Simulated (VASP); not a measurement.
# ZnSe (F-43m) in VASP: further runs, part 2 of 3

VASP 6.6.1.

## 3. Band structure, r2SCAN

INCAR reads:

```
PREC = Accurate
ENCUT = 520
EDIFF = 1E-7
ISMEAR = 0
SIGMA = 0.02
LREAL = F
LASPH = T
NELM = 100
ALGO = Normal
ISIF = 2
LWAVE = F
LCHARG = F
METAGGA = R2SCAN
LMIXTAU = T
NBANDS = 16
```

KPOINTS reads:

```
Automatic mesh
0
Gamma
  8 8 8
```

POSCAR reads:

```
ZnSe
1.0
    0.0000000000      2.8202400000      2.8202400000
    2.8202400000      0.0000000000      2.8202400000
    2.8202400000      2.8202400000      0.0000000000
Zn Se
1 1
Direct
    0.0000000000      0.0000000000      0.0000000000
    0.2500000000      0.2500000000      0.2500000000
```

KPOINTS_OPT reads:

```
path GXWKGLUWLK,UX
10
line-mode
reciprocal
 0.0000000000  0.0000000000  0.0000000000  G
 0.5000000000  0.0000000000  0.5000000000  X

 0.5000000000  0.0000000000  0.5000000000  X
 0.5000000000  0.2500000000  0.7500000000  W

 0.5000000000  0.2500000000  0.7500000000  W
 0.3750000000  0.3750000000  0.7500000000  K

 0.3750000000  0.3750000000  0.7500000000  K
 0.0000000000  0.0000000000  0.0000000000  G

 0.0000000000  0.0000000000  0.0000000000  G
 0.5000000000  0.5000000000  0.5000000000  L

 0.5000000000  0.5000000000  0.5000000000  L
 0.6250000000  0.2500000000  0.6250000000  U

 0.6250000000  0.2500000000  0.6250000000  U
 0.5000000000  0.2500000000  0.7500000000  W

 0.5000000000  0.2500000000  0.7500000000  W
 0.5000000000  0.5000000000  0.5000000000  L

 0.5000000000  0.5000000000  0.5000000000  L
 0.3750000000  0.3750000000  0.7500000000  K

 0.6250000000  0.2500000000  0.6250000000  U
 0.5000000000  0.0000000000  0.5000000000  X
```

Potentials or basis: VASP PAW PBE potentials, release 64 (Zn, Se).

Started as:

```sh
$ cat potpaw_PBE.64/Zn/POTCAR potpaw_PBE.64/Se/POTCAR > POTCAR
$ mpirun -np 1 vasp_std > vasp.out
```

OUTCAR:

```text
PREC = Accurate
   ENCUT = 520
   EDIFF = 1E-7
   ISMEAR = 0
   LREAL = F
   LASPH = T
   NELM = 100
   ISIF = 2
   METAGGA = R2SCAN

 ion  position               nearest neighbor table
   1  0.000  0.000  0.000-   2 2.44   2 2.44   2 2.44   2 2.44
   2  0.250  0.250  0.250-   1 2.44   1 2.44   1 2.44   1 2.44

  LATTYP: Found a face centered cubic cell.
 ALAT       =     5.6404800000

  Lattice vectors:

 A1 = (   0.0000000000,   2.8202400000,   2.8202400000)
 A2 = (   2.8202400000,   0.0000000000,   2.8202400000)
 A3 = (   2.8202400000,   2.8202400000,   0.0000000000)

Analysis of symmetry for initial positions (statically):
=====================================================================
 Subroutine PRICEL returns:
 Original cell was already a primitive cell.

 Routine SETGRP: Setting up the symmetry group for a
 face centered cubic supercell.

 Subroutine GETGRP returns: Found 24 space group operations
 (whereof 24 operations were pure point group operations)
 out of a pool of 48 trial point group operations.

The static configuration has the point symmetry T_d .

Analysis of symmetry for dynamics (positions and initial velocities):
=====================================================================
 Subroutine PRICEL returns:
 Original cell was already a primitive cell.

 Routine SETGRP: Setting up the symmetry group for a
 face centered cubic supercell.

 Subroutine GETGRP returns: Found 24 space group operations
 (whereof 24 operations were pure point group operations)
 out of a pool of 48 trial point group operations.

The dynamic configuration has the point symmetry T_d .

 Subroutine INISYM returns: Found 24 space group operations
 (whereof 24 operations are pure point group operations),
 and found     1 'primitive' translations

----------------------------------------------------------------------------------------

[... 111 lines left out ...]
     AMIX     =   0.40;   BMIX     =  1.00
     AMIX_MAG =   1.60;   BMIX_MAG =  1.00
  volume/ion in A,a.u.               =      22.43       151.38
  Fermi-wavevector in a.u.,A,eV,Ry     =   1.207451  2.281752 19.836457  1.457938
  Thomas-Fermi vector in A             =   2.343089
   LORBIT       =      0    0 simple, 1 ext, 2 COOP (PROOUT), +10 PAW based schemes
   METAGGA = R2SCAN    functional components
   LHFCALC =     F    Hartree Fock is set to
   AEXX    =    0.0000 exact exchange contribution
   IVDW    =     0    specifies the selected vdW correction
   LEPSILON=     F    determine dielectric tensor
   LRPA    =     F    only Hartree local field effects (RPA)
 non-spin polarized calculation
 Gauss-broadening in eV      SIGMA  =   0.02
  energy-cutoff  :      520.00
  volume of cell :       44.86
 maximum number of plane-waves:      1243
 NGX is ok and might be reduce to    30
   NGX = 15   NGY = 15   NGZ = 15

 number of electron      18.0000001 magnetization

 Free energy of the ion-electron system (eV)
  ---------------------------------------------------
  ext. energy  EPLUGINS =         0.00000000
  ---------------------------------------------------
  free energy    TOTEN  =       -24.90742388 eV

  energy without entropy =      -24.90742388  energy(sigma->0) =      -24.90742388

 E-fermi :   1.5587     XC(G=0):  -9.9904

 val. band max:        1.4234479002   @ k =   0.0000   0.0000   0.0000
 cond. band min:       3.3535585113   @ k =   0.0000   0.0000   0.0000
 fundamental gap:      1.9301106111
 Fermi energy:         1.5587139244

 k-point     1 :       0.0000    0.0000    0.0000
  band No.  band energies     occupation
      1     -12.3871      2.00000
      2      -5.3232      2.00000
      3      -5.3232      2.00000
      4      -5.3232      2.00000
      5      -4.9013      2.00000
      6      -4.9013      2.00000
[... 433 lines left out ...]
      3      -5.1668      2.00000
      4      -4.9384      2.00000
      5      -4.8952      2.00000
      6      -4.6882      2.00000
[... 8 lines left out ...]
     15      14.9171      0.00000
     16      15.8181      0.00000

 [... further k-points ...]

------------------------ aborting loop because EDIFF is reached ----------------------------------------

  FORCE on cell =-STRESS in cart. coord.  units (eV):
  Direction    XX          YY          ZZ          XY          YZ          ZX
  --------------------------------------------------------------------------------------
  -------------------------------------------------------------------------------------
  Total        0.2762490      0.2762490      0.2762490      0.0000000     -0.0000000      0.0000000
  in kB        9.8655913      9.8655913      9.8655913      0.0000000     -0.0000000      0.0000000
  external PRESSURE =       9.8655913 kB  Pullay stress =       0.0000000 kB

 VOLUME and BASIS-vectors are now :
 -----------------------------------------------------------------------------
  energy-cutoff  :      520.00
  volume of cell :       44.86
      direct lattice vectors                 reciprocal lattice vectors
     0.000000000  2.820240000  2.820240000    -0.177289876  0.177289876  0.177289876
     2.820240000  0.000000000  2.820240000     0.177289876 -0.177289876  0.177289876
     2.820240000  2.820240000  0.000000000     0.177289876  0.177289876 -0.177289876

 POSITION                                       TOTAL-FORCE (eV/Angst)
 -----------------------------------------------------------------------------------
      0.00000      0.00000      0.00000        -0.000000     -0.000000     -0.000000
      1.41012      1.41012      1.41012         0.000000      0.000000      0.000000
 -----------------------------------------------------------------------------------
    total drift:                                0.000025      0.000025      0.000025

  FREE ENERGIE OF THE ION-ELECTRON SYSTEM (eV)
  ---------------------------------------------------
  free  energy   TOTEN  =       -24.9074238844 eV

  energy  without entropy=      -24.9074238844  energy(sigma->0) =      -24.90742388
```

OSZICAR:

```text
N       E                     dE             d eps       ncg     rms          rms(c)
DAV:   1     0.708045111938E+02    0.70805E+02   -0.90583E+03   928   0.131E+03
DAV:   2    -0.218428352074E+02   -0.92647E+02   -0.87861E+02  1080   0.264E+02
DAV:   3    -0.276353936392E+02   -0.57926E+01   -0.57762E+01  1128   0.642E+01
[... 42 lines left out ...]
DAV:   8    -0.238805390273E+04   -0.54019E-08      968
       N       E                     dE             ncg
DAV:   1     0.997312925813E+04   -0.83330E+04      416
DAV:   2     0.880169572503E+04   -0.11714E+04      496
DAV:   3     0.873106001331E+04   -0.70636E+02      560
DAV:   4     0.873057699532E+04   -0.48302E+00      552
DAV:   5     0.873057499345E+04   -0.20019E-02      560
DAV:   6     0.873057497755E+04   -0.15903E-04      520
DAV:   7     0.873057497739E+04   -0.15676E-06      560
DAV:   8     0.873057497739E+04   -0.16535E-08      472
```

stdout:

```text
POSCAR found type information on POSCAR ZnSe
 POSCAR found :  2 types and       2 ions
 scaLAPACK will be used
 -----------------------------------------------------------------------------
|                                                                             |
|                                                                             |
|     You enforced a specific xc type in the INCAR file but a different       |
|     I HOPE YOU KNOW WHAT YOU ARE DOING!                                     |
|                                                                             |
 -----------------------------------------------------------------------------

 LDA part: xc-table for (None), standard interpolation
 POSCAR, INCAR and KPOINTS ok, starting setup
 FFT: planning ... GRIDC
 FFT: planning ... GRID_SOFT
 FFT: planning ... GRID
 WAVECAR not read
 entering main loop
 Start KPOINTS_OPT (optional k-point list driver)
k-point batch [1-29\100]
k-point batch [30-58\100]
k-point batch [59-87\100]
k-point batch [88-100\100]
```

It took 3.6 min on 1 thread of Intel Xeon Platinum 8259CL at 2.50GHz (Skylake/Cascade Lake), shared host; peak memory 0.18 GiB.

What came out:

- Free energy: -24.9074 eV
- Pressure: 1.0 GPa
- Band gap on the k mesh: 1.93 eV, direct
- Band gap along the path: 1.93 eV, direct

Levels at the corners of the path, in eV from the valence-band top:
| point | band 7 | band 8 | band 9 | band 10 | band 11 | band 12 |
| --- | --- | --- | --- | --- | --- | --- |
| Γ | 0.00 | 0.00 | 0.00 | 1.93 | 6.31 | 6.31 |
| X | -4.86 | -2.29 | -2.29 | 3.30 | 3.87 | 11.62 |
| X | -4.86 | -2.29 | -2.29 | 3.30 | 3.87 | 11.62 |
| W | -4.79 | -2.88 | -2.77 | 5.83 | 6.15 | 7.63 |
| W | -4.79 | -2.88 | -2.77 | 5.83 | 6.15 | 7.63 |
| K | -4.82 | -3.22 | -1.87 | 3.98 | 6.09 | 9.69 |
| K | -4.82 | -3.22 | -1.87 | 3.98 | 6.09 | 9.69 |
| Γ | 0.00 | 0.00 | 0.00 | 1.93 | 6.31 | 6.31 |
| Γ | 0.00 | 0.00 | 0.00 | 1.93 | 6.31 | 6.31 |
| L | -5.40 | -0.90 | -0.90 | 3.08 | 6.86 | 6.86 |
| L | -5.40 | -0.90 | -0.90 | 3.08 | 6.86 | 6.86 |
| U | -4.82 | -3.22 | -1.87 | 3.98 | 6.09 | 9.69 |
| U | -4.82 | -3.22 | -1.87 | 3.98 | 6.09 | 9.69 |
| W | -4.79 | -2.88 | -2.77 | 5.83 | 6.15 | 7.63 |
| W | -4.79 | -2.88 | -2.77 | 5.83 | 6.15 | 7.63 |
| L | -5.40 | -0.90 | -0.90 | 3.08 | 6.86 | 6.86 |
| L | -5.40 | -0.90 | -0.90 | 3.08 | 6.86 | 6.86 |
| K | -4.82 | -3.22 | -1.87 | 3.98 | 6.09 | 9.69 |
| U | -4.82 | -3.22 | -1.87 | 3.98 | 6.09 | 9.69 |
| X | -4.86 | -2.29 | -2.29 | 3.30 | 3.87 | 11.62 |

Caveat: the PAW data sets were made with another functional, which shifts forces and pressure a little.

(Part 2 of 3 ends here.)
